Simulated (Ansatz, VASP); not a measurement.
# One calculation of Zn, two programs

The input INCAR:

```
ALGO = Normal
EDIFF = 1E-6
ENCUT = 520
GGA = CA
ISIF = 2
ISMEAR = -1
LASPH = T
LCHARG = F
LREAL = F
LWAVE = F
NBANDS = 12
NELM = 60
PREC = Accurate
SIGMA = 0.1
```

The input KPOINTS:

```
k-points
0
Gamma
  15 15 15
```

POSCAR

```
Zn
1.0
    2.2190810056      0.0000000000      0.0000000000
    0.0000000000      2.2190810056      0.0000000000
    0.0000000000      0.0000000000      2.2190810056
Zn
1
Direct
    0.0000000000      0.0000000000      0.0000000000
```

Input for Ansatz:

```yaml
crystal:
  lattice:
    - [2.2190810056, 0.0, 0.0]
    - [0.0, 2.2190810056, 0.0]
    - [0.0, 0.0, 2.2190810056]
  atoms:
    - { symbol: Zn, position: [0.0, 0.0, 0.0] }
kpoints:
  mp_grid: { grid: [15, 15, 15] }
scf:
  occupations: { method: fermi_dirac, width: 0.1 }
hamiltonian:
  xc: lda
  pseudopotentials: { kind: all_electron, lapw: { basis_error: 0.001 } }
output:
  forces: true
  stress: true
  eigenvalues: true
  populations: true
```

Change from the starting cell: volume scaled by 0.68, LAPW.

Alike in both runs: task single point; functional LDA; k mesh 15 × 15 × 15; occupations fermi-dirac, width 0.1 eV; no spin polarisation.

|  | VASP | Ansatz |
| --- | --- | --- |
| version | VASP 6.6.1 | Ansatz 0.2.0 |
| potentials or method | VASP PAW LDA potentials, release 64 (Zn) | all-electron LAPW, scalar-relativistic |
| plane-wave cutoff (eV) | 520 | see its input |

VASP gave:

- pressure (GPa): 73.3

Estimate Ansatz's values.

pressure (GPa): 70.9.

Ansatz ran all-electron here, so the differences hold the error of VASP's frozen core and of both bases.

Caveats: the cell as given lies far from equilibrium; so large a pressure means that the cell lies far from this level's equilibrium, or that cutoff or potentials fall short (VASP).
